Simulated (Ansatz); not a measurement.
# Zn in Ansatz: notebook

The runs below take Zn through single point, with PBE.

All numbers are computed with Ansatz 0.2.0; they aren't measurements. Logs are shortened: lines on timing, memory, paths and dates and some standing lists are left out, and cuts for length are marked.

## 1. The cell of the first run

The cell holds a slab with vacuum, 5 atoms: a = 2.617 Å, b = 2.619 Å, c = 24.717 Å, α = 90.00°, β = 90.00°, γ = 119.98°.

## 2. Single point, PBE (the (0 0 1) slab of Zn, cut from the database cell, not relaxed)

Contents of input.yaml:

```yaml
crystal:
  lattice:
    - [2.61697402, 0.0, 0.0]
    - [-1.30848701, 2.2681701736, 0.0]
    - [0.0, 0.0, 24.7167705914]
  atoms:
    - { symbol: Zn, position: [0.3393536486, 0.6787072973, 0.3034376992] }
    - { symbol: Zn, position: [0.0115275509, 0.0230551018, 0.4011997588] }
    - { symbol: Zn, position: [0.3508811995, 0.7017623991, 0.5] }
    - { symbol: Zn, position: [0.6902348482, 0.3804696963, 0.5988002412] }
    - { symbol: Zn, position: [0.3624087504, 0.7248175009, 0.6965623008] }
hamiltonian:
  xc: pbe
  pseudopotentials: { kind: nc, source: spms }
kpoints:
  mp_grid: { grid: [12, 12, 1] }
scf:
  occupations: { method: fermi_dirac, width: 0.05 }
output:
  forces: true
  eigenvalues: true
efield:
  axis: 3
  dipole_correction: true
  ramp_width: 0.04
```

Potentials or basis: SPMS NC.

On the command line:

```bash
$ ansatz run input.yaml --threads 4 --pin off --max-ram 11264MiB --backend cpu --events-out ev --progress --plain --runs-dir out
```

Standard output:

```text
Warning: RAYON_NUM_THREADS=4 ignored (pool sized by the plan → 4); use --threads N
Engine: ansatz 0.2.0, aarch64-unknown-linux-gnu
Pseudopotentials: kind: nc
Pseudopotential: Zn, nc, valence charge 20, recommended cutoff 816.3415873796399 eV (normal), Zn.nc.azcp
Functional definition: PBE
  parameter kappa = 0.804
  parameter beta = 0.06672455060314922
  exchange = pbe_x(kappa = kappa, mu = beta*pi^2/3)
  correlation = pbe_c(beta = beta)
Crystal: 5 atoms, lattice volume = 146.712 Å³
Basis set: ecut = 816.3415873796399 eV, 7651 PW (Γ), exchange–correlation on 50×50×480 points (8 copies of the dense FFT grid, shifted against one another)
Bands: 60, of which v1, the nominal top of the filled ones, is band 50 counted from 1 (49 counted from 0)
Symmetry: 2 space group operations
k-points: 43 of 144 (time reversal used)
Non-local potential: Zn, projectors of the file, l = 0: 2, l = 1: 2, l = 2: 2
Initial density: superposition of atomic densities (neutral atoms: chi_scale 0, normalization atom)
Initial wavefunctions: pseudopotential atomic-orbital guess
Functional: x = pbe(κ = 0.804, μ = 0.2195149727645171), c = pbe(β = 0.06672455060314922)
iter 1 solved again at ethr=1.59e-3 eV; its pass at ethr=3.10e-3 eV (dr2=1.59e0 eV) is discarded
SCF iter   1: F=—  HF=-26836.292493 eV  |F-HF|=—  |Δ(HF+E_count)|=         —  Δρ=3.45e-2  dr2=1.62e0  ethr=1.59e-3  p=0.000 e·Å  D=1.99e-13 V/Å  ΔV_dip=-0.00 eV  dr2_dipole=3.01e-12  V_vac-E_F(+/−)=3.96/3.96 eV  ⟨swp⟩=1.7  Hψ=13930  notcnv=0
efield: sawtooth ramp at fractional position 0.9800 (placed from the atoms, in the widest stretch of the axis that holds none; the zero of the levels goes with the place), width 0.0400; the density the first Hamiltonian is built on has a dipole p = 0.000 e·Å; the dipole correction subtracts the counter field D = 1.99e-13 V/Å, which shifts the + side's vacuum level by -0.00 eV against the − side's; the planar-averaged density in the ramp window peaks in size at 7.7e-8 e/Å³
preconditioner: auto → LDOS  [metal: Δε(μ)=0.027 eV  Ē_g=11.452 eV  σ=0.050 eV  W_gap=0.13  n_scr=20 (ndim 8)  ℏωp=23.7 eV  f_vac=0.484  D(μ)=1.59/eV (n_scr^D=10)  β→1.0]
SCF iter   2: F=—  HF=-26835.843863 eV  |F-HF|=—  |Δ(HF+E_count)|=   4.49e-1  Δρ=1.89e-2  dr2=2.11e-1  ethr=1.59e-3  p=-0.000 e·Å  D=-4.21e-7 V/Å  ΔV_dip=0.00 eV  dr2_dipole=4.70e-10  V_vac-E_F(+/−)=4.12/4.12 eV  ⟨swp⟩=2.4  Hψ=4403  notcnv=0  defer=2
SCF iter   3: F=—  HF=-26835.787186 eV  |F-HF|=—  |Δ(HF+E_count)|=   5.67e-2  Δρ=3.34e-3  dr2=1.26e-2  ethr=2.11e-4  p=0.000 e·Å  D=3.98e-6 V/Å  ΔV_dip=-0.00 eV  dr2_dipole=4.98e-10  V_vac-E_F(+/−)=4.02/4.02 eV  ⟨swp⟩=2.4  Hψ=4913  notcnv=0  defer=128
SCF iter   4: F=—  HF=-26835.785505 eV  |F-HF|=—  |Δ(HF+E_count)|=   1.68e-3  Δρ=7.91e-4  dr2=7.05e-4  ethr=1.26e-5  p=-0.000 e·Å  D=-1.83e-7 V/Å  ΔV_dip=0.00 eV  dr2_dipole=4.49e-13  V_vac-E_F(+/−)=3.98/3.98 eV  ⟨swp⟩=3.0  Hψ=4502  notcnv=0  defer=128
SCF iter   5: F=—  HF=-26835.785449 eV  |F-HF|=—  |Δ(HF+E_count)|=   5.60e-5  Δρ=1.49e-4  dr2=4.65e-5  ethr=7.05e-7  p=-0.000 e·Å  D=-2.78e-7 V/Å  ΔV_dip=0.00 eV  dr2_dipole=4.10e-12  V_vac-E_F(+/−)=3.95/3.95 eV  ⟨swp⟩=2.4  Hψ=4303  notcnv=0  defer=128
SCF iter   6: F=—  HF=-26835.785845 eV  |F-HF|=—  |Δ(HF+E_count)|=   3.96e-4  Δρ=2.41e-5  dr2=1.34e-6  ethr=4.65e-8  p=-0.000 e·Å  D=-7.15e-8 V/Å  ΔV_dip=0.00 eV  dr2_dipole=7.80e-13  V_vac-E_F(+/−)=3.95/3.95 eV  ⟨swp⟩=2.2  Hψ=3857  notcnv=0  defer=128
SCF iter   7: F=-26835.785845 eV  HF=-26835.785845 eV  |F-HF|=3.77e-8  |Δ(HF+E_count)|=   1.36e-7  Δρ=6.12e-6  dr2=6.15e-8  ethr=1.00e-10  p=0.000 e·Å  D=1.54e-8 V/Å  ΔV_dip=-0.00 eV  dr2_dipole=5.04e-14  V_vac-E_F(+/−)=3.95/3.95 eV  ⟨swp⟩=11.5  Hψ=12495  notcnv=0
SCF 1 converged in 7 iterations: F = -26835.785845 eV  dr2 = 6.15e-8
SCF converged after 7 iterations
Free energy (F): -26835.785845 eV
Harris-Foulkes:  -26835.785845 eV  (|F-HF|=3.77e-8)
Internal energy: -26835.772888 eV  (E = F + TS)
E sigma→0 (E₀):  -26835.779367 eV
Entropy (-TS):   -0.012956 eV (-2.591 meV/atom)
Fermi energy:    6.549943 eV
Dipole field:    D = -0.000000 V/Å  (p = -0.000000 e·Å, saw-weighted, corrected)
Work function:   Φ+ = 3.9445 eV   Φ− = 3.9445 eV
Levels:          The Fermi level and band energies are counted from a zero that moves with the ramp; work functions are not
--- Per-component energies (eV) ---
  E_band       = -3473.618307
  E_kinetic    = 10729.447429
  E_local      = -183239.970395  (includes V_loc(G=0)·N_el)
  E_nonlocal   = -9658.742122
  E_hartree    = 90953.074160
  E_xc         = -2774.815777
  E_vxc        = -3210.439166  (∫ρ·V_xc dr)
  E_efield     = 0.000000  (sawtooth field / dipole correction)
  E_vefield    = 0.000000  (∫n·V_field dr)
  E_ewald      = 67155.233817
  E_smearing   = -0.012956  (= −TS)
  E_closure    = 0.000000  (closes the sum)
  Σ components = -26835.785845   (vs F -26835.785845, Δ=0.00e0)
--- Forces (eV/Å), atoms counted from 1 ---
  atom   1  Zn    -0.00000000     0.01215647    -0.18634794
  atom   2  Zn     0.00000000    -0.00361072     0.03715963
  atom   3  Zn     0.00000000    -0.00000072    -0.00000002
  atom   4  Zn    -0.00000000     0.00361088    -0.03715937
  atom   5  Zn     0.00000000    -0.01215648     0.18634767
  max |Σ_I F_I| component: 5.64e-7 eV/Å
--- Band table (eV; the first three rows and the last of 43) ---
  k-point 0: bands = ["-120.4005", "-120.3926", "-120.3926", "-120.1142", "-120.1142", "-74.5301", "-74.5287", "-74.5284", "-74.5232", "-74.5232", "-74.5231", "-74.5230", "-74.5195", "-74.5168", "-74.2427", "-74.2427", "-74.2394", "-74.2394", "-74.2393", "-74.2393", "-4.3089", "-3.6873", "-2.8762", "-2.4244", "-2.4086", "-1.6477", "-1.4974", "-1.4500", "-1.4480", "-1.4264", "-1.4229", "-1.4180", "-1.4116", "-1.1378", "-1.1378", "-1.1353", "-1.1351", "-1.1279", "-0.9591", "-0.9502", "-0.8898", "-0.8856", "-0.8102", "-0.7985", "-0.5826", "-0.5818", "-0.5811", "-0.5804", "-0.0535", "1.8682", "3.5187", "6.2209", "8.6777", "9.9206", "10.7684", "11.0837", "13.0262", "13.0823", "15.7564", "16.0600"]
  k-point 1: bands = ["-120.4003", "-120.3924", "-120.3924", "-120.1139", "-120.1139", "-74.5310", "-74.5296", "-74.5293", "-74.5254", "-74.5254", "-74.5238", "-74.5238", "-74.5192", "-74.5167", "-74.2425", "-74.2425", "-74.2417", "-74.2417", "-74.2400", "-74.2400", "-4.0973", "-3.4830", "-2.7028", "-2.2996", "-2.2977", "-1.6280", "-1.5098", "-1.4730", "-1.4513", "-1.4349", "-1.3962", "-1.3715", "-1.3625", "-1.2469", "-1.1691", "-1.1522", "-1.0898", "-1.0872", "-0.9831", "-0.9720", "-0.9652", "-0.8920", "-0.8015", "-0.7924", "-0.6376", "-0.6060", "-0.5891", "-0.5880", "0.1827", "2.0282", "3.8075", "6.4314", "8.8722", "10.1218", "10.9737", "11.2826", "13.2254", "13.2843", "15.9615", "16.2538"]
  k-point 2: bands = ["-120.3997", "-120.3917", "-120.3917", "-120.1133", "-120.1133", "-74.5374", "-74.5323", "-74.5319", "-74.5310", "-74.5282", "-74.5255", "-74.5254", "-74.5184", "-74.5163", "-74.2481", "-74.2481", "-74.2418", "-74.2418", "-74.2417", "-74.2417", "-3.4877", "-2.9129", "-2.2822", "-2.0304", "-2.0068", "-1.6090", "-1.5511", "-1.5243", "-1.4846", "-1.4495", "-1.3846", "-1.2840", "-1.2528", "-1.2302", "-1.2283", "-1.1865", "-1.1747", "-1.0402", "-1.0070", "-0.9824", "-0.9271", "-0.8815", "-0.8285", "-0.8081", "-0.7326", "-0.6067", "-0.6047", "-0.4206", "0.7194", "2.5015", "4.6155", "7.0610", "9.4541", "10.7245", "11.5865", "11.8778", "13.8162", "13.8854", "16.5595", "16.8000"]
  k-point 42: bands = ["-120.3970", "-120.3891", "-120.3891", "-120.1107", "-120.1107", "-74.5577", "-74.5525", "-74.5522", "-74.5442", "-74.5389", "-74.5388", "-74.5236", "-74.5155", "-74.5152", "-74.2683", "-74.2683", "-74.2550", "-74.2550", "-74.2390", "-74.2390", "-1.8504", "-1.8310", "-1.7945", "-1.7382", "-1.7121", "-1.5809", "-1.5714", "-1.4825", "-1.4348", "-1.3662", "-1.3522", "-1.3253", "-1.2646", "-1.1964", "-1.1150", "-1.0983", "-1.0077", "-1.0057", "-0.9185", "-0.8662", "-0.8314", "-0.7492", "-0.6709", "-0.5381", "-0.5365", "2.2316", "2.8361", "3.8609", "5.2353", "6.7707", "9.5959", "9.7518", "9.9072", "10.3877", "10.4730", "11.5167", "11.6212", "11.8080", "12.7007", "12.9809"]
```

It took 19 s on 4 threads of Arm Neoverse V1, shared host; peak memory 0.96 GiB.

What came out:

```
Free energy                     : -26835.7858 eV
Largest force                   : 0.187 eV/Å
Band gap on the k mesh          : none (metal or under the smearing width)
Work function of the upper face : 3.94 eV
Work function of the lower face : 3.94 eV
Dipole across the slab          : 0.000 e·Å
```

Forces on the atoms (eV/Å):
```
Zn   0.000  0.012 -0.186
Zn   0.000 -0.004  0.037
Zn   0.000  0.000  0.000
Zn   0.000  0.004 -0.037
Zn   0.000 -0.012  0.186
```

## 3. Single point, PBE (the (0 0 1) slab of Zn, cut from the database cell, not relaxed)

Edit input.yaml of step 2 so:

```diff
@@ -13,3 +13,3 @@
   xc: pbe
-  pseudopotentials: { kind: nc, source: spms }
+  pseudopotentials: { kind: nc, accuracy: standard }
 kpoints:
```

Potentials or basis: PseudoDojo standard (PBE files).

On the command line:

```bash
$ ansatz run input.yaml --threads 4 --pin off --max-ram 11264MiB --backend cpu --events-out ev --progress --plain --runs-dir out
```

Run time: 38 s. Hardware: 4 threads of Arm Neoverse V1, shared host; peak memory 1.5 GiB.

The run converged. Its results:

- Free energy: -28441.4080 eV
- Largest force: 0.178 eV/Å
- Band gap on the k mesh: none (metal or under the smearing width)
- Work function of the upper face: 3.94 eV
- Work function of the lower face: 3.94 eV
- Dipole across the slab: 0.000 e·Å

Forces on the atoms (eV/Å):
```
Zn   0.000  0.012 -0.178
Zn   0.000 -0.004  0.036
Zn   0.000  0.000  0.000
Zn   0.000  0.004 -0.036
Zn   0.000 -0.012  0.178
```

Levels at points of the mesh, in eV from the Fermi level:
```
            k point  band 46  band 47  band 48  band 49  band 50  band 51  band 52  band 53  band 54  band 55
 (0.00, 0.00, 0.00)    -7.16    -7.16    -7.16    -6.61    -4.69    -3.03    -0.33     2.13     3.37     4.22
(0.00, -0.50, 0.00)    -3.04    -2.71    -2.07    -1.91    -1.77     0.02     0.79     1.07     2.23     2.68
(-0.50, 0.00, 0.00)    -3.01    -2.73    -2.13    -1.88    -1.74     0.13     0.73     1.03     2.31     2.66
```
